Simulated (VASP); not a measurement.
# CaO (Fm-3m) in VASP: a series of runs

One crystal, CaO, is run at these levels: r2SCAN, r2SCAN+rVV10; tasks: relaxation of cell and atoms.

Program: VASP 6.6.1. These are calculated values, not measurements. Logs are shortened: lines on timing, memory, paths and dates and some standing lists are left out, and cuts for length are marked.

## Step 1: The crystal as given

Symmetry: Fm-3m, No. 225, cubic system. The conventional cell has a = 4.907 Å, b = 4.907 Å, c = 4.907 Å, α = 90.00°, β = 90.00°, γ = 90.00°. Around Ca (site symmetry m-3m) lie 6 O at 2.45 Å. Around O (site symmetry m-3m) lie 6 Ca at 2.45 Å.

## Step 2: Relaxation of cell and atoms, r2SCAN

INCAR reads:

```
  PREC = Accurate
  ENCUT = 600
  EDIFF = 1E-7
  ISMEAR = 0
  SIGMA = 0.02
  LREAL = False
  LASPH = True
  NELM = 100
  ALGO = Normal
  ISIF = 3
  LWAVE = False
  LCHARG = False
  METAGGA = R2SCAN
  LMIXTAU = True
  IBRION = 2
  NSW = 90
  EDIFFG = -0.005
```

KPOINTS reads:

```
Automatic mesh
0
Gamma
  8 8 8
```

POSCAR reads:

```
CaO
1.0
    0.0000000000      2.4535000000      2.4535000000
    2.4535000000      0.0000000000      2.4535000000
    2.4535000000      2.4535000000      0.0000000000
Ca O
1 1
Direct
    0.0000000000      0.0000000000      0.0000000000
    0.5000000000      0.5000000000      0.5000000000
```

Potentials or basis: VASP PAW PBE potentials, release 64 (Ca_sv, O).

Started as:

```sh
$ cat potpaw_PBE.64/Ca_sv/POTCAR potpaw_PBE.64/O/POTCAR > POTCAR
$ mpirun -np 1 vasp_std > vasp.out
```

OUTCAR:

```text
PREC = Accurate
   ENCUT = 600
   EDIFF = 1E-7
   ISMEAR = 0
   LREAL = False
   LASPH = True
   NELM = 100
   ISIF = 3
   METAGGA = R2SCAN
   IBRION = 2
   NSW = 90
   EDIFFG = -0.005

 ion  position               nearest neighbor table
   1  0.000  0.000  0.000-   2 2.45   2 2.45   2 2.45   2 2.45   2 2.45   2 2.45
   2  0.500  0.500  0.500-   1 2.45   1 2.45   1 2.45   1 2.45   1 2.45   1 2.45

  LATTYP: Found a face centered cubic cell.
 ALAT       =     4.9070000000

  Lattice vectors:

 A1 = (   0.0000000000,   2.4535000000,   2.4535000000)
 A2 = (   2.4535000000,   0.0000000000,   2.4535000000)
 A3 = (   2.4535000000,   2.4535000000,   0.0000000000)

Analysis of symmetry for initial positions (statically):
=====================================================================
 Subroutine PRICEL returns:
 Original cell was already a primitive cell.

 Routine SETGRP: Setting up the symmetry group for a
 face centered cubic supercell.

 Subroutine GETGRP returns: Found 48 space group operations
 (whereof 48 operations were pure point group operations)
 out of a pool of 48 trial point group operations.

The static configuration has the point symmetry O_h .

Analysis of symmetry for dynamics (positions and initial velocities):
=====================================================================
 Subroutine PRICEL returns:
 Original cell was already a primitive cell.

 Routine SETGRP: Setting up the symmetry group for a
 face centered cubic supercell.

 Subroutine GETGRP returns: Found 48 space group operations
 (whereof 48 operations were pure point group operations)
 out of a pool of 48 trial point group operations.

The dynamic configuration has the point symmetry O_h .

 Subroutine INISYM returns: Found 48 space group operations
 (whereof 48 operations are pure point group operations),
 and found     1 'primitive' translations

----------------------------------------------------------------------------------------

                                     Primitive cell

  volume of cell :      29.5385

  direct lattice vectors                    reciprocal lattice vectors
     0.000000000  2.453500000  2.453500000    -0.203790503  0.203790503  0.203790503
     2.453500000  0.000000000  2.453500000     0.203790503 -0.203790503  0.203790503
     2.453500000  2.453500000  0.000000000     0.203790503  0.203790503 -0.203790503

  length of vectors
     3.469772975  3.469772975  3.469772975     0.352975506  0.352975506  0.352975506

  position of ions in fractional coordinates (direct lattice)
     0.000000000  0.000000000  0.000000000
     0.500000000  0.500000000  0.500000000

  ion indices of the primitive-cell ions
   primitive index   ion index
                 1           1
                 2           2

----------------------------------------------------------------------------------------

 KPOINTS: Automatic mesh

Automatic generation of k-mesh.
 Grid dimensions read from file:
 generate k-points for:    8    8    8

 Generating k-lattice:

  Cartesian coordinates                     Fractional coordinates (reciprocal lattice)
    -0.025473813  0.025473813  0.025473813     0.125000000  0.000000000  0.000000000
     0.025473813 -0.025473813  0.025473813     0.000000000  0.125000000  0.000000000
     0.025473813  0.025473813 -0.025473813     0.000000000  0.000000000  0.125000000

  Length of vectors
     0.044121938  0.044121938  0.044121938

  Shift w.r.t. Gamma in fractional coordinates (k-lattice)
     0.000000000  0.000000000  0.000000000

 Subroutine IBZKPT returns following result:
 ===========================================

 Found     29 irreducible k-points:

 Following reciprocal coordinates:
            Coordinates               Weight
  0.000000  0.000000  0.000000      1.000000
  0.125000  0.000000  0.000000      8.000000
  0.250000  0.000000  0.000000      8.000000
  0.375000  0.000000  0.000000      8.000000
  0.500000  0.000000  0.000000      4.000000
  0.125000  0.125000  0.000000      6.000000
[... 16 lines left out ...]
  0.500000  0.250000  0.125000     48.000000
 -0.375000  0.250000  0.125000     24.000000
 [... further k-points ...]
   k-points           NKPTS =     29   k-points in BZ     NKDIM =     29   number of bands    NBANDS=     12
   number of dos      NEDOS =    301   number of ions     NIONS =      2
   total plane-waves  NPLWV =  21952
   dimension x,y,z NGX =    28 NGY =   28 NGZ =   28
   dimension x,y,z NGXF=    56 NGYF=   56 NGZF=   56
   ions per type =               1   1
   NGX,Y,Z   is equivalent  to a cutoff of  13.42, 13.42, 13.42 a.u.
   NGXF,Y,Z  is equivalent  to a cutoff of  26.83, 26.83, 26.83 a.u.
 SYSTEM =  unknown system
   PREC   = accura    normal or accurate (medium, high low for compatibility)
   ISTART =      0    job   : 0-new  1-cont  2-samecut
   ICHARG =      2    charge: 1-file 2-atom 10-const
   ISPIN  =      1    spin polarized calculation?
   LNONCOLLINEAR =      F non collinear calculations
   LSORBIT =      F    spin-orbit coupling
   LASPH  =      T    aspherical Exc in radial PAW
   ENCUT  =  600.0 eV  44.10 Ry    6.64 a.u.   6.93  6.93  6.93*2*pi/ulx,y,z
   NELM   =    100;   NELMIN=  2; NELMDL= -5     # of ELM steps
   EDIFF  = 0.1E-06   stopping-criterion for ELM
   LREAL  =      F    real-space projection
   EDIFFG = -.5E-02   stopping-criterion for IOM
   NSW    =     90    number of steps for IOM
   IBRION =      2    ionic relax: 0-MD 1-quasi-New 2-CG
   NFREE  =      1    steps in history (QN), initial steepest desc. (CG)
   ISIF   =      3    stress and relaxation
   ISYM   =      2    0-nonsym 1-usesym 2-fastsym
   POTIM  = 0.5000    time-step for ionic-motion
   TEBEG  =    0.0;   TEEND  =   0.0 temperature during run
   PSTRESS=    0.0 pullay stress
   NELECT =      16.0000    total number of electrons
   NUPDOWN=      -1.0000    fix difference up-down
   EMIN   =  10.00;   EMAX   =-10.00  energy-range for DOS
   EFERMI =   0.00;   METHOD = LEGACY
   ISMEAR =     0;   SIGMA  =   0.02  broadening in eV -4-tet -1-fermi 0-gaus
   EFERMI_NEDOS =   21; number of points for ismear=-14 and -15
   IALGO  =     38    algorithm
   IMIX   =      4    mixing-type and parameters
     AMIX     =   0.40;   BMIX     =  1.00
     AMIX_MAG =   1.60;   BMIX_MAG =  1.00
  volume/ion in A,a.u.               =      14.77        99.67
  Fermi-wavevector in a.u.,A,eV,Ry     =   1.334501  2.521840 24.230504  1.780892
  Thomas-Fermi vector in A             =   2.463277
   LORBIT       =      0    0 simple, 1 ext, 2 COOP (PROOUT), +10 PAW based schemes
   METAGGA = R2SCAN    functional components
   LHFCALC =     F    Hartree Fock is set to
   AEXX    =    0.0000 exact exchange contribution
   IVDW    =     0    specifies the selected vdW correction
   LEPSILON=     F    determine dielectric tensor
   LRPA    =     F    only Hartree local field effects (RPA)
 conjugate gradient relaxation of ions
 non-spin polarized calculation
 Gauss-broadening in eV      SIGMA  =   0.02
  energy-cutoff  :      600.00
  volume of cell :       29.54
 maximum number of plane-waves:       995
   NGX = 13   NGY = 13   NGZ = 13

--------------------------------------- Ionic step        1  -------------------------------------------

 number of electron      16.0000005 magnetization

 Free energy of the ion-electron system (eV)
  ---------------------------------------------------
  ext. energy  EPLUGINS =         0.00000000
  ---------------------------------------------------
  free energy    TOTEN  =       -19.42400789 eV

  energy without entropy =      -19.42400789  energy(sigma->0) =      -19.42400789

------------------------ aborting loop because EDIFF is reached ----------------------------------------

  FORCE on cell =-STRESS in cart. coord.  units (eV):
  Direction    XX          YY          ZZ          XY          YZ          ZX
  --------------------------------------------------------------------------------------
  -------------------------------------------------------------------------------------
  Total       -1.1582650     -1.1582650     -1.1582650      0.0000000     -0.0000000      0.0000000
  in kB      -62.8246874    -62.8246874    -62.8246874      0.0000000     -0.0000000      0.0000000
  external PRESSURE =     -62.8246874 kB  Pullay stress =       0.0000000 kB

 VOLUME and BASIS-vectors are now :
 -----------------------------------------------------------------------------
  energy-cutoff  :      600.00
  volume of cell :       29.54
      direct lattice vectors                 reciprocal lattice vectors
     0.000000000  2.453500000  2.453500000    -0.203790503  0.203790503  0.203790503
     2.453500000  0.000000000  2.453500000     0.203790503 -0.203790503  0.203790503
     2.453500000  2.453500000  0.000000000     0.203790503  0.203790503 -0.203790503
[... 37 lines left out ...]
 POSITION                                       TOTAL-FORCE (eV/Angst)
 -----------------------------------------------------------------------------------
      2.38495      2.38495      0.00000        -0.000000      0.000000      0.000000
      2.38495      2.38495      2.38495         0.000000     -0.000000     -0.000000
 -----------------------------------------------------------------------------------
    total drift:                                0.000000      0.000000      0.000000

  FREE ENERGIE OF THE ION-ELECTRON SYSTEM (eV)
  ---------------------------------------------------
  free  energy   TOTEN  =       -19.4550307022 eV

  energy  without entropy=      -19.4550307022  energy(sigma->0) =      -19.45503070

--------------------------------------- Ionic step        3  -------------------------------------------

 number of electron      15.9999997 magnetization

 Free energy of the ion-electron system (eV)
  ---------------------------------------------------
  ext. energy  EPLUGINS =         0.00000000
  ---------------------------------------------------
  free energy    TOTEN  =       -19.46064674 eV

  energy without entropy =      -19.46064674  energy(sigma->0) =      -19.46064674

 E-fermi :   2.1072     XC(G=0): -11.0715

 val. band max:        2.0111087130   @ k =   0.0000   0.0000   0.0000
 cond. band min:       6.2009470200   @ k =   0.5000   0.5000   0.0000
 fundamental gap:      4.1898383071
 Fermi energy:         2.1071841274

 k-point     1 :       0.0000    0.0000    0.0000
  band No.  band energies     occupation
      1     -37.0461      2.00000
      2     -16.9385      2.00000
      3     -16.9385      2.00000
      4     -16.9385      2.00000
      5     -14.4620      2.00000
      6       2.0111      2.00000
      7       2.0111      2.00000
      8       2.0111      2.00000
      9       7.4358      0.00000
     10       8.8642      0.00000
     11       8.8643      0.00000
     12       8.8643      0.00000

 k-point     2 :       0.1250    0.0000    0.0000
  band No.  band energies     occupation
      1     -37.0314      2.00000
      2     -17.1778      2.00000
      3     -16.9460      2.00000
      4     -16.9459      2.00000
      5     -14.2134      2.00000
      6       1.4973      2.00000
      7       1.8041      2.00000
      8       1.8041      2.00000
      9       8.1156      0.00000
     10       8.8191      0.00000
     11       9.1350      0.00000
     12       9.1350      0.00000
[... 316 lines left out ...]
 k-point    24 :      -0.3750    0.2500    0.1250
  band No.  band energies     occupation
      1     -36.9294      2.00000
      2     -17.8941      2.00000
      3     -17.1730      2.00000
      4     -17.0620      2.00000
      5     -13.4878      2.00000
      6      -0.0129      2.00000
      7       0.8934      2.00000
      8       0.9596      2.00000
      9       9.3901      0.00000
     10       9.4787      0.00000
     11      11.4612      0.00000
     12      11.6797      0.00000

 [... further k-points ...]

------------------------ aborting loop because EDIFF is reached ----------------------------------------

  FORCE on cell =-STRESS in cart. coord.  units (eV):
  Direction    XX          YY          ZZ          XY          YZ          ZX
  --------------------------------------------------------------------------------------
  -------------------------------------------------------------------------------------
  Total        0.0021684      0.0021684      0.0021684      0.0000000      0.0000000      0.0000000
  in kB        0.1251055      0.1251055      0.1251055      0.0000000      0.0000000      0.0000000
  external PRESSURE =       0.1251055 kB  Pullay stress =       0.0000000 kB

 VOLUME and BASIS-vectors are now :
 -----------------------------------------------------------------------------
  energy-cutoff  :      600.00
  volume of cell :       27.77
      direct lattice vectors                 reciprocal lattice vectors
     0.000000000  2.403538284  2.403538284    -0.208026643  0.208026643  0.208026643
     2.403538284 -0.000000000  2.403538284     0.208026643 -0.208026643  0.208026643
     2.403538284  2.403538284  0.000000000     0.208026643  0.208026643 -0.208026643

 POSITION                                       TOTAL-FORCE (eV/Angst)
 -----------------------------------------------------------------------------------
      0.00000      0.00000      0.00000         0.000000      0.000000      0.000000
      2.40354      2.40354      2.40354        -0.000000     -0.000000     -0.000000
 -----------------------------------------------------------------------------------
    total drift:                                0.000000      0.000000      0.000000

  FREE ENERGIE OF THE ION-ELECTRON SYSTEM (eV)
  ---------------------------------------------------
  free  energy   TOTEN  =       -19.4606467374 eV

  energy  without entropy=      -19.4606467374  energy(sigma->0) =      -19.46064674

 reached required accuracy - stopping structural energy minimisation
```

Wall time 2.2 min (1 thread of Intel Xeon Platinum 8488C (Sapphire Rapids), shared host); peak memory 0.18 GiB.

Results:

```
Free energy                            : -19.4606 eV
Relaxed volume                         : 13.89 Å³/atom
Relaxed cell                           : a = 3.399 Å, b = 3.399 Å, c = 3.399 Å, α = 60.00°, β = 60.00°, γ = 60.00°
Space group after relaxing (to 0.05 Å) : Fm-3m (No. 225)
Energy gained by relaxing              : 18.3 meV/atom
Ionic steps                            : 3
Pressure after relaxing                : 0.0 GPa
Band gap on the k mesh                 : 4.19 eV, indirect (least direct gap 4.56 eV)
```

The path:
| step | energy change (eV) | largest force (eV/Å) | pressure (GPa) | volume (Å³) |
| --- | --- | --- | --- | --- |
| 1 | 0.0000 | 0.0000 | -6.28 | 29.54 |
| 2 | -0.0310 | 0.0000 | 2.88 | 27.13 |
| 3 | -0.0366 | 0.0000 | 0.01 | 27.77 |

Final structure:
```
Ca O
1.0
     0.00000    2.40354    2.40354
     2.40354    0.00000    2.40354
     2.40354    2.40354    0.00000
Ca O
1 1
Direct
  0.00000 0.00000 0.00000
  0.50000 0.50000 0.50000
```

Levels at points of the mesh, in eV from the valence-band top:
```tsv
k point	band 5	band 6	band 7	band 8	band 9	band 10	band 11	band 12
(0.00, 0.00, 0.00)	-16.47	0.00	0.00	0.00	5.42	6.85	6.85	6.85
(0.50, 0.00, 0.00)	-15.20	-2.60	-1.20	-1.20	7.70	9.04	9.04	9.21
(0.50, 0.50, 0.00)	-16.25	-1.29	-0.37	-0.37	4.19	8.76	9.63	10.23
```

Caveat: the PAW data sets were made with another functional, which shifts forces and pressure a little. r2SCAN opens gaps a little over a GGA but as a rule still falls short of measured ones.

## Step 3: Relaxation of cell and atoms, r2SCAN+rVV10

Changes to INCAR since step 2:

```diff
@@ -14,2 +14,6 @@
   LMIXTAU = True
+  LUSE_VDW = True
+  IVDW_NL = 2
+  BPARAM = 11.95
+  CPARAM = 0.0093
   IBRION = 2
```

KPOINTS is that of step 2.

POSCAR is that of step 2.

Potentials or basis: VASP PAW PBE potentials, release 64 (Ca_sv, O).

Started as:

```sh
$ cat potpaw_PBE.64/Ca_sv/POTCAR potpaw_PBE.64/O/POTCAR > POTCAR
$ mpirun -np 1 vasp_std > vasp.out
```

Run time: 4.6 min. Hardware: 1 thread of Intel Xeon Platinum 8488C (Sapphire Rapids), shared host; peak memory 0.28 GiB.

The run converged. Its results:

| Quantity | Value |
| --- | --- |
| Free energy | -19.0420 eV |
| Relaxed volume | 13.76 Å³/atom |
| Relaxed cell | a = 3.389 Å, b = 3.389 Å, c = 3.389 Å, α = 60.00°, β = 60.00°, γ = 60.00° |
| Space group after relaxing (to 0.05 Å) | Fm-3m (No. 225) |
| Energy gained by relaxing | 24.3 meV/atom |
| Ionic steps | 3 |
| Pressure after relaxing | 0.0 GPa |
| Band gap on the k mesh | 4.15 eV, indirect (least direct gap 4.53 eV) |

The path:
| step | energy change (eV) | largest force (eV/Å) | pressure (GPa) | volume (Å³) |
| --- | --- | --- | --- | --- |
| 1 | 0.0000 | 0.0000 | -7.27 | 29.54 |
| 2 | -0.0405 | 0.0000 | 3.56 | 26.77 |
| 3 | -0.0486 | 0.0000 | 0.01 | 27.52 |

Final structure:
```yaml
crystal:
  lattice:
    - [0.00000, 2.39636, 2.39636]
    - [2.39636, 0.00000, 2.39636]
    - [2.39636, 2.39636, 0.00000]
  atoms:
    - { symbol: Ca, position: [0.00000, 0.00000, 0.00000] }
    - { symbol: O, position: [0.50000, 0.50000, 0.50000] }
```

Levels at points of the mesh, in eV from the valence-band top:
| k point | band 4 | band 5 | band 6 | band 7 | band 8 | band 9 | band 10 | band 11 | band 12 |
| --- | --- | --- | --- | --- | --- | --- | --- | --- | --- |
| (0.00, 0.00, 0.00) | -18.87 | -16.49 | 0.00 | 0.00 | 0.00 | 5.44 | 6.87 | 6.87 | 6.87 |
| (0.50, 0.00, 0.00) | -18.92 | -15.16 | -2.64 | -1.22 | -1.22 | 7.73 | 9.11 | 9.11 | 9.21 |
| (0.50, 0.50, 0.00) | -19.10 | -16.27 | -1.30 | -0.37 | -0.37 | 4.15 | 8.83 | 9.70 | 10.32 |

Caveat: the PAW data sets were made with another functional, which shifts forces and pressure a little. A k mesh can miss the band edges.
